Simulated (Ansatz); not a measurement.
**A convergence test on TePb (puckered monolayer (GeS type)): k mesh of the density**

Aim: see how gap, energy and time of TePb (puckered monolayer (GeS type)) follow the k mesh of the density.

Method: DFT, PBE, plane waves, PAW, in Ansatz 0.2.0.

### Step 1. The structure

The cell holds 4 atoms: 2 Pb and 2 Te. Its edges and angles: a = 4.652 Å, b = 4.648 Å, c = 29.543 Å, α = 90.0°, β = 90.0°, γ = 90.0°. Vacuum lies along c.

The structure was relaxed with PBE. The runs that relaxed it are not among those shown. Spin-orbit coupling is left out unless a step names it. The default PAW set here is soft_2. Its files were made with PBE. The Coulomb interaction is cut off across the vacuum.

### Step 2. k mesh of the density: 2×2×1

Contents of input.yaml:

```yaml
crystal:
  lattice:
    - [4.652238298, 0.0, 0.0]
    - [0.0, 4.6475562299, 0.0]
    - [0.0, 0.0, 29.5429140992]
  atoms:
    - { symbol: Pb, position: [0.0502050646, 0.0, 0.3673932892] }
    - { symbol: Te, position: [0.5497949354, 0.5, 0.378051852] }
    - { symbol: Pb, position: [0.5502050646, 0.5, 0.2757389331] }
    - { symbol: Te, position: [0.0497949354, 0.0, 0.2650803704] }
  periodic: [true, true, false]
kpoints:
  mp_grid: { grid: [2, 2, 1] }
  band_path:
    path:
      - [0.0, 0.0, 0.0]
      - [0.5, 0.0, 0.0]
      - [0.5, 0.5, 0.0]
      - [0.0, 0.5, 0.0]
      - [0.4, 0.0, 0.0]
      - [0.0, 0.45, 0.0]
      - [0.0, 0.4, 0.0]
    npoints: 1
hamiltonian:
  xc: pbe
scf:
  occupations: { method: fixed }
  n_extra_bands: 5
output:
  eigenvalues: true
  forces: true
  stress: true
```

Started as:

```bash
ansatz run input.yaml --threads 2 --pin off --max-ram 92160MiB --backend cuda --events-out ev --progress --plain --runs-dir out --devices 1 --max-vram 13GiB  # rebuilt from the run's record
```

Numbers of over 12 decimals in the logs are rounded to 6 here.

The log of the run:

```text
scf.n_extra_bands = 5 over 30 filled bands (N_el = 60.0): the run solves 35 bands
GPUs: using 1 of 1 available (devices: 1).
Engine: ansatz 0.2.0, x86_64-unknown-linux-gnu
Pseudopotentials: kind: paw
Pseudopotential: Pb, paw, valence charge 14, recommended cutoff 420 eV (normal), Pb.paw.azcp
Pseudopotential: Te, paw, valence charge 16, recommended cutoff 420 eV (normal), Te.paw.azcp
Functional definition: PBE
  parameter kappa = 0.804
  parameter beta = 0.066725
  exchange = pbe_x(kappa = kappa, mu = beta*pi^2/3)
  correlation = pbe_c(beta = beta)
device memory: the entry about to start is reckoned to put 4.2 GiB on a device that reports 56.1 GiB free (of which the cap on the GPU budget leaves the run 13.0 GiB)
GPU FFT provider: cuFFT
GPU libraries: cuBLAS 13.8.2, cuFFT 12.4.0, cuSOLVER 12.3.4
Crystal: 4 atoms, lattice volume = 638.763 Å³
Basis set: ecut = 420 eV, 12427 PW (Γ), exchange–correlation on 64×64×400 points (8 copies of the dense FFT grid, shifted against one another)
Bands: 35, of which v1, the nominal top of the filled ones, is band 30 counted from 1 (29 counted from 0)
Symmetry: 4 space group operations
Space group: Pmn21 (ITA 31), of the structure as read, at distance tolerance 8.6e-5 Å
k-points: 4
Non-local potential: Pb, projectors of the file, l = 0: 2, l = 1: 2, l = 2: 2, l = 3: 2
Non-local potential: Te, projectors of the file, l = 0: 2, l = 1: 2, l = 2: 2, l = 3: 2
PAW form: soft (Blöchl's): semilocal exchange-correlation on the pseudo side does not see the compensation charge
PAW one-centre angular grid: Pb, 590 points (default); XC on 64 Gauss nodes
PAW one-centre angular grid: Te, 590 points (default); XC on 64 Gauss nodes
Initial density: superposition of atomic densities (neutral atoms: chi_scale 0, normalization atom), corrected by the library's trained network
Initial wavefunctions: pseudopotential atomic-orbital guess
GPU buffer pool allocated for 204800 grid points (all kernels)
GPU transforms: local potential and band sums: pruned to the plane-wave sphere, on 32×32×200
Functional: x = pbe(κ = 0.804, μ = 0.219515), c = pbe(β = 0.066725)
SCF iter   1: F=—  HF=-37773.026846 eV  |F-HF|=—  |Δ(HF+E_count)|=         —  Δρ=2.03e-3  dr2=9.62e-2  ethr=1.77e-3  ⟨swp⟩=7.0  Hψ=646  notcnv=0  defer=8
preconditioner: auto → Resta (q_TF=auto, 1.839 Å⁻¹)  ε∞=1.5  [insulator: Δε(μ)=1.688 eV  Ē_g=13.380 eV  n_scr=60 (ndim 8)  ℏωp=9.3 eV  f_vac=0.744  ε∞_Penn≈1.5  vacuum switching on, ρ_ref=1.3e-2 e/Å³]
SCF iter   2: F=—  HF=-37773.001677 eV  |F-HF|=—  |Δ(HF+E_count)|=   2.52e-2  Δρ=9.41e-4  dr2=6.82e-3  ethr=1.60e-4  ⟨swp⟩=4.0  Hψ=302  notcnv=0  defer=12
SCF iter   3: F=—  HF=-37773.001471 eV  |F-HF|=—  |Δ(HF+E_count)|=   2.06e-4  Δρ=4.06e-4  dr2=1.66e-3  ethr=1.14e-5  ⟨swp⟩=4.5  Hψ=334  notcnv=0  defer=12
SCF iter   4: F=—  HF=-37773.001911 eV  |F-HF|=—  |Δ(HF+E_count)|=   4.40e-4  Δρ=2.71e-4  dr2=1.11e-3  ethr=2.77e-6  ⟨swp⟩=4.0  Hψ=309  notcnv=0  defer=12
SCF iter   5: F=—  HF=-37773.001787 eV  |F-HF|=—  |Δ(HF+E_count)|=   1.24e-4  Δρ=7.09e-5  dr2=4.25e-5  ethr=1.85e-6  ⟨swp⟩=3.8  Hψ=268  notcnv=0  defer=12
SCF iter   6: F=—  HF=-37773.002103 eV  |F-HF|=—  |Δ(HF+E_count)|=   3.16e-4  Δρ=1.74e-5  dr2=2.68e-6  ethr=7.09e-8  ⟨swp⟩=2.5  Hψ=279  notcnv=0  defer=12
SCF iter   7: F=-37773.002104 eV  HF=-37773.002104 eV  |F-HF|=3.71e-8  |Δ(HF+E_count)|=   8.97e-7  Δρ=4.12e-6  dr2=7.69e-8  ethr=1.67e-10  ⟨swp⟩=21.8  Hψ=1219  notcnv=0
SCF 1 converged in 7 iterations: F = -37773.002104 eV  dr2 = 7.69e-8
[...]
device memory: the entry about to start is reckoned to put 2.7 GiB on a device that reports 50.2 GiB free (of which the cap on the GPU budget leaves the run 13.0 GiB)
NSCF: frozen V_eff on 7 k-points
SCF converged after 7 iterations
Free energy (F): -37773.002104 eV
Harris-Foulkes:  -37773.002104 eV  (|F-HF|=3.71e-8)
Internal energy: -37773.002104 eV  (E = F + TS)
E sigma→0 (E₀):  -37773.002104 eV
Fermi energy:    -4.763068 eV
--- Per-component energies (eV) ---
  E_band       = -1410.122207
  E_kinetic    = 935.747020
  E_local      = -88278.911499  (includes V_loc(G=0)·N_el)
  E_nonlocal   = 79.768409
  E_hartree    = 43874.974056
  E_xc         = -689.832093
  E_vxc        = -472.292318  (∫ρ·V_xc dr)
  E_paw        = -30132.924534  (= ΣΔE_a)
  E_vpaw       = -1424.397430  (= ΣTr[D̂ρ^β])
  E_aug_tail   = -0.000296  (compensation charges beyond the density's cutoff)
  E_ewald      = 36438.176834
  E_smearing   = -0.000000  (= −TS)
  E_closure    = -0.000000  (closes the sum)
  Σ components = -37773.002104   (vs F -37773.002104, Δ=0.00e0)
--- Forces (eV/Å), atoms counted from 1 ---
  atom   1  Pb     0.00486734    -0.00000000    -0.67297078
  atom   2  Te    -0.00486642     0.00000000    -0.38713567
  atom   3  Pb     0.00486734    -0.00000000     0.67297078
  atom   4  Te    -0.00486642     0.00000000     0.38713567
  max |Σ_I F_I| component: 1.84e-6 eV/Å
--- 2D stress c σ (N/m, compression-positive) ---
        2.855046      -0.000000       0.000000
       -0.000000       2.880534       0.000000
        0.000000       0.000000       0.000000
  P = ½ c Tr σ = 2.8678 N/m
--- Band table (eV) ---
  k-point 0: bands = [... 26 lower, -6.7521, -5.7770, -5.7686, -5.1591, -2.5753, -0.6815 (-0.6815°), -0.6036, -0.3236, ... 1 higher]
  k-point 1: bands = [... 26 lower, -5.2296, -5.2296, -4.7693, -4.7693, -3.1099, -3.1099, -2.8544, -2.8544, ... 1 higher]
  k-point 2: bands = [... 26 lower, -5.2246, -5.2246, -4.7631, -4.7631, -3.1027, -3.1027, -2.8478, -2.8478, ... 1 higher]
  k-point 3: bands = [... 26 lower, -7.1993, -7.1993, -5.8847, -5.8847, -1.4531, -1.4531, -0.5716, -0.5716, ... 1 higher]
  ° read free of the cell's end (the report's vacuum.weakly_bound_levels)
```

Run time: 11 s. Hardware: 1 × NVIDIA H100 80GB HBM3 (shared by 6 runs) with 2 threads of AMD EPYC 7R13 (Zen 3), shared host; peak memory 1.1 GiB.

Reading the cycles: dr2 is the Hartree energy of the density residual (eV), the measure of convergence; HF is the Harris–Foulkes estimate of the energy, which meets the free energy F at convergence.

Numbers from this step:

```
gap                  : 1.237 eV
valence top at       : k = (0.400, 0.000, 0.000)
conduction bottom at : k = (0.000, 0.450, 0.000)
least direct gap     : 1.275 eV
```

The gap is indirect, with the least direct gap 0.04 eV higher.

### Step 3. k mesh of the density: 4×4×1

Changes to input.yaml since step 2:

```diff
@@ -12,3 +12,3 @@
 kpoints:
-  mp_grid: { grid: [2, 2, 1] }
+  mp_grid: { grid: [4, 4, 1] }
   band_path:
```

The log of the run:

```text
[...]
GPUs: using 1 of 1 available (devices: 1).
[...]
GPU FFT provider: cuFFT
GPU libraries: cuBLAS 13.8.2, cuFFT 12.4.0, cuSOLVER 12.3.4
Crystal: 4 atoms, lattice volume = 638.763 Å³
Basis set: ecut = 420 eV, 12427 PW (Γ), exchange–correlation on 64×64×400 points (8 copies of the dense FFT grid, shifted against one another)
[...]
k-point 1: bands = [... 26 lower, -6.2662, -5.5044, -5.4611, -5.1109, -2.7898, -2.2401, -1.9643, -1.2681, ... 1 higher]
  k-point 2: bands = [... 26 lower, -5.3510, -5.3510, -4.8625, -4.8625, -3.1762, -3.1762, -2.8940, -2.8940, ... 1 higher]
  k-point 8: bands = [... 26 lower, -7.2864, -7.2864, -5.9854, -5.9854, -1.4996, -1.4996, -0.6475, -0.6475, ... 1 higher]
  ° read free of the cell's end (the report's vacuum.weakly_bound_levels)
[key lines of the parts left out:]
SCF converged after 8 iterations
Free energy (F): -37774.074143 eV
Fermi energy:    -4.810153 eV
P = ½ c Tr σ = -0.0067 N/m
```

Wall time 11 s (1 × NVIDIA H100 80GB HBM3 (shared by 6 runs) with 2 threads); peak memory 1.1 GiB; 4.7 s of CPU time.

This step gave:

| Property | Result |
| --- | --- |
| gap | 1.275 eV |
| valence top at | k = (0.400, 0.000, 0.000) |
| conduction bottom at | k = (0.000, 0.450, 0.000) |
| least direct gap | 1.316 eV |

The gap is 1.275 eV, +0.038 eV from the run before at this level.

### Step 4. k mesh of the density: 6×6×1 (the default)

input.yaml, the sections that differ from step 3:

```yaml
kpoints:
  mp_grid: { grid: [6, 6, 1] }
  band_path:
    path: [[0, 0, 0], [0.5, 0, 0], [0.5, 0.5, 0], [0, 0.5, 0], [0, 0, 0]]
    npoints: 10
scf:
  occupations: { method: fermi_dirac, width: 0.02 }
  n_extra_bands: 5
output:
  eigenvalues: true
  forces: true
  stress: true
  write_density: true
  write_potential: true
  elf: true
  volumetric_format: npy
# crystal, hamiltonian: as in step 3
```

The log of the run:

```text
[...]
GPUs: using 1 of 1 available (devices: 1).
[...]
GPU FFT provider: cuFFT
GPU libraries: cuBLAS 13.8.2, cuFFT 12.4.0, cuSOLVER 12.3.4
Crystal: 4 atoms, lattice volume = 638.763 Å³
Basis set: ecut = 420 eV, 12427 PW (Γ), exchange–correlation on 64×64×400 points (8 copies of the dense FFT grid, shifted against one another)
[...]
k-point 1: bands = [... 26 lower, -6.5700, -5.7018, -5.4759, -5.3518, -2.7197, -1.4687 (-1.4687°), -1.2709 (-1.2709°), -0.8031, ... 1 higher]
  k-point 2: bands = [... 26 lower, -5.9935, -5.5683, -5.2988, -4.7552, -2.9331, -2.8143, -2.5852, -1.9284, ... 1 higher]
  k-point 15: bands = [... 26 lower, -7.2887, -7.2887, -5.9891, -5.9891, -1.5035, -1.5035, -0.6518, -0.6518, ... 1 higher]
  ° read free of the cell's end (the report's vacuum.weakly_bound_levels)
[key lines of the parts left out:]
SCF converged after 7 iterations
Free energy (F): -37774.070951 eV
Fermi energy:    -3.963050 eV
P = ½ c Tr σ = -0.0259 N/m
```

Wall time 19 s (1 × NVIDIA H100 80GB HBM3 (shared by 6 runs) with 2 threads); peak memory 1.2 GiB; 8 s of CPU time.

This step gave:

```
gap                  : 1.272 eV
valence top at       : k = (0.400, 0.000, 0.000)
conduction bottom at : k = (0.000, 0.450, 0.000)
least direct gap     : 1.312 eV
```

The gap is 1.272 eV, −0.003 eV from the run before at this level.

### Step 5. k mesh of the density: 8×8×1

input.yaml, the sections that differ from step 4:

```yaml
kpoints:
  mp_grid: { grid: [8, 8, 1] }
  band_path:
    path:
      - [0.0, 0.0, 0.0]
      - [0.5, 0.0, 0.0]
      - [0.5, 0.5, 0.0]
      - [0.0, 0.5, 0.0]
      - [0.4, 0.0, 0.0]
      - [0.0, 0.45, 0.0]
      - [0.0, 0.4, 0.0]
    npoints: 1
scf:
  occupations: { method: fixed }
  n_extra_bands: 5
# crystal, hamiltonian, output: as in step 4
```

The log of the run:

```text
[...]
GPUs: using 1 of 1 available (devices: 1).
[...]
GPU FFT provider: cuFFT
GPU libraries: cuBLAS 13.8.2, cuFFT 12.4.0, cuSOLVER 12.3.4
Crystal: 4 atoms, lattice volume = 638.763 Å³
Basis set: ecut = 420 eV, 12427 PW (Γ), exchange–correlation on 64×64×400 points (8 copies of the dense FFT grid, shifted against one another)
[...]
k-point 1: bands = [... 26 lower, -6.6882, -5.7764, -5.6317, -5.3174, -2.6745, -1.0885 (-1.0885°), -0.9367 (-0.9367°), -0.6872, ... 1 higher]
  k-point 2: bands = [... 26 lower, -6.2695, -5.5048, -5.4634, -5.1116, -2.7927, -2.2454, -1.9707, -1.2720, ... 1 higher]
  k-point 24: bands = [... 26 lower, -7.2878, -7.2878, -5.9882, -5.9882, -1.5027, -1.5027, -0.6509, -0.6509, ... 1 higher]
  ° read free of the cell's end (the report's vacuum.weakly_bound_levels)
[key lines of the parts left out:]
SCF converged after 7 iterations
Free energy (F): -37774.069130 eV
Fermi energy:    -4.623670 eV
P = ½ c Tr σ = -0.0117 N/m
```

Wall time 14 s (1 × NVIDIA H100 80GB HBM3 (shared by 6 runs) with 2 threads); peak memory 1.3 GiB; 9 s of CPU time.

This step gave:

```yaml
gap: 1.272 eV
valence_top_at: k = (0.400, 0.000, 0.000)
conduction_bottom_at: k = (0.000, 0.450, 0.000)
least_direct_gap: 1.312 eV
```

The gap is 1.272 eV, as in the run before at this level.

### Step 6. The series

Differences are against the last row; a negative gap means that bands overlap, and a run with a band path holds that path's time. Times are wall times on 1 × NVIDIA H100 80GB HBM3 (shared by 6 runs) with 2 threads of AMD EPYC 7R13 (Zen 3), shared host, good to a factor of about two.

| k mesh of the density | gap (eV) | direct gap (eV) | gap error (eV) | energy error (meV/atom) | irreducible k | time |
| --- | --- | --- | --- | --- | --- | --- |
| 2×2×1 | 1.237 | 1.275 | −0.035 | +266.8 | 4 | 11 s |
| 4×4×1 | 1.275 | 1.316 | +0.003 | −1.3 | 9 | 11 s |
| 6×6×1 | 1.272 | 1.312 | +0.000 | −0.5 | 16 | 19 s |
| 8×8×1 | 1.272 | 1.312 | +0.000 | +0.0 | 25 | 14 s |

### Step 7. Summary of results

| Item | Value |
| --- | --- |
| 2×2×1 | 1.237 eV |
| 4×4×1 | 1.275 eV |
| 6×6×1 | 1.272 eV |
| 8×8×1 | 1.272 eV |

**Reading.** The gap holds to 0.02 eV from 4×4×1 on. At 2×2×1 the gap is off by −0.035 eV and the energy by +267 meV/atom. The gap is read over the mesh and added points near the edges, so meshes differ mainly through the density and, for a hybrid, the exchange operator.

[Paths, hosts, dates, memory and timing lines, banners, echoed tables and standing remarks are left out of the program output.]

[Logs are printed without paths, hosts, clocks, repeated set-up lines and the standing remarks that a program may print on its own settings, such as how far it seeks lower states.]

[Runs of the session that timed out or met a known fault of the program may be left out.]

[Cells called generated may have been cut or substituted from an entry of the Crystallography Open Database or the Materials Project.]

[Hosts, paths, dates, database ids (printed as entryN), source tags and the programs' standing remarks are cut or masked in the printed files.]
